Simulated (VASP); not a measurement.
Write the native input for VASP 6.6.1 that does the following.

- Task: single point
- Functional: PBEsol
- Potentials or basis: VASP PAW PBE potentials, release 64 (S, H)
- Cutoff: 400 eV
- k mesh: 1 × 1 × 1
- Occupations: gaussian, width 0.01 eV
- Spin: no spin polarisation
- Further INCAR settings: ALGO = Normal; EDIFF = 1e-06; NBANDS = 11; ISYM = 0

The structure of SH2 lies in POSCAR:

```
H2S                                     
1.0
   12.3255669104      0.0000000000      0.0000000000
    0.0000000000     12.8255669104      0.0000000000
    0.0000000000      0.0000000000     13.3255669104
  S               H             
     1     2
Selective dynamics
Direct
     0.5240426748000004    0.5082814983000006    0.4599902109999974   F   F   F
     0.5102518241523043    0.4295442893792950    0.5260118629908058   T   T   T
     0.4639902196553888    0.5735585309224360    0.5168398112876869   T   T   T
```

These files were run (other wordings do the same):

INCAR

```
SYSTEM = H2S
PREC = Accurate
ENCUT = 400
EDIFF = 1E-6
ISMEAR = 0
SIGMA = 0.01
LREAL = .FALSE.
LASPH = .TRUE.
NELM = 100
ALGO = Normal
ISIF = 2
LWAVE = .FALSE.
LCHARG = .FALSE.
GGA = PS
NBANDS = 11
ISYM = 0
```

KPOINTS

```
regular mesh
0
G
  1 1 1
  0 0 0
```

Potentials or basis: VASP PAW PBE potentials, release 64 (S, H).

Command:

```sh
$ cat potpaw_PBE.64/S/POTCAR potpaw_PBE.64/H/POTCAR > POTCAR
$ mpirun -np 4 vasp_gam > vasp.out
```

Results of the run:

* Largest force: 0.093 eV/Å
* Gap between the frontier levels: 5.41 eV

Caveat: the PAW data sets were made with another functional, which shifts forces and pressure a little.

It took 52 s on 4 MPI ranks on Intel(R) Xeon(R) Platinum 8375C CPU @ 2.90GHz (Ice Lake), with other jobs on the host, peak memory 0.38 GiB a rank.
